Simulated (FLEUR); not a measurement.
Crystal: Pt.

```xyz
1
Lattice="0.0000 1.9609 1.9609 1.9609 0.0000 1.9609 1.9609 1.9609 0.0000" Properties=species:S:1:pos:R:3 pbc="T T T"
Pt    0.0000    0.0000    0.0000
```

| Item | Value |
| --- | --- |
| Program | FLEUR MaX-R8.1 (later development tree) |
| Task | single point |
| Functional | PBEsol |
| Potentials or basis | all-electron |
| Basis | FLAPW |
| Kmax | 4.12 1/bohr |
| k mesh | 12 × 12 × 12 |
| Occupations | fermi-dirac, width 0.05 eV |
| Spin | no spin polarisation |
| Gmax | 12.8 1/bohr |
| Muffin-tin radii | Pt 2.38 bohr |
| lmax | Pt 10 |
| lnonsphr | Pt 10 |
| Local orbitals a species | Pt 5 |
| Max iterations | 60 |
| Mixing factor | 0.05 |
| Mixer | Anderson |
| Mixer history | 15 |

On this cell: band gap on the k mesh none (metal or under the smearing width).

The same run follows on a disturbed copy (cell strained at random at fixed volume):

```
Pt
1.0
    -0.01330    1.93575    1.94453
     1.97104    0.00303    1.92819
     2.00088    1.94926   -0.02681
Pt
1
Direct
  0.98674 0.01995 0.00694
```

**Question.** What changes?

**Answer.** The energy (extrapolated to zero smearing) moves by +2.4 meV/atom; band gap on the k mesh none (metal or under the smearing width).
